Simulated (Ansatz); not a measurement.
Space group P6_3mc (No. 186). a = 4.383 Å, b = 4.383 Å, c = 7.154 Å, α = 90.00°, β = 90.00°, γ = 120.00°
```
atom site symmetry x y z
  Cd    2b       3m.  0.3333  0.6667  0.0046
  Se    2b       3m.  0.3333  0.6667  0.3804
```

Equation of state of this CdSe structure (not necessarily the ground state), with shape and atoms relaxed at each volume where symmetry leaves them free. The calculation used Ansatz 0.2.0, DFT PBE, scalar-relativistic, plane waves, PAW.

Plane waves to 420 eV, a k mesh through Γ of 12×12×6 on the computed 4-atom cell and Gaussian smearing (0.02 eV); no spin polarisation.

```
V (Å³/atom) E − E(largest V) (meV/atom) P (GPa) gap on mesh (eV)
     27.080                         5.40     5.23              0.75
     27.973                       -17.87     3.18              0.68
     28.866                       -30.66     1.45              0.61
     29.758                       -34.60     0.00              0.54
     30.651                       -31.06    -1.23              0.48
     31.544                       -21.23    -2.27              0.42
     32.734                         0.00    -3.40              0.34
```

**Question.** Fit a third-order Birch–Murnaghan equation to E(V).

**Answer.** V0 = 29.76 Å³/atom, B0 = 45 GPa, B0' = 4.7.